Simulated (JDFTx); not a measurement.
# NaF (Villiaumite): equation of state with PBEsol

NaF (Villiaumite):

```
Na F
1.0
     0.00000    2.32000    2.32000
     2.32000    0.00000    2.32000
     2.32000    2.32000    0.00000
Na F
1 1
Direct
  0.00000 0.00000 0.00000
  0.50000 0.50000 0.50000
```

| Item | Value |
| --- | --- |
| Program | JDFTx 1.7.0 (patched build) |
| Task | equation of state |
| Functional | PBEsol |
| Potentials or basis | PseudoDojo-SR-PBEsol-0.4.1-standard with smoothed tails |
| Cutoff | 1197 eV |
| Density cutoff | 9578 eV |
| k mesh | 10 × 10 × 10 |
| Occupations | fermi-dirac, width 0.05 eV |
| Spin | no spin polarisation |

The equilibrium volume is 12.39 Å³/atom. The bulk modulus is 49 GPa and the pressure derivative of the bulk modulus is 4.6.

Energy against volume, from the lowest point:
| volume (Å³/atom) | energy (meV/atom) |
| --- | --- |
| 11.738 | 5.64 |
| 11.988 | 1.99 |
| 12.237 | 0.18 |
| 12.487 | 0.00 |
| 12.737 | 1.28 |
| 12.987 | 3.87 |
| 13.236 | 7.62 |
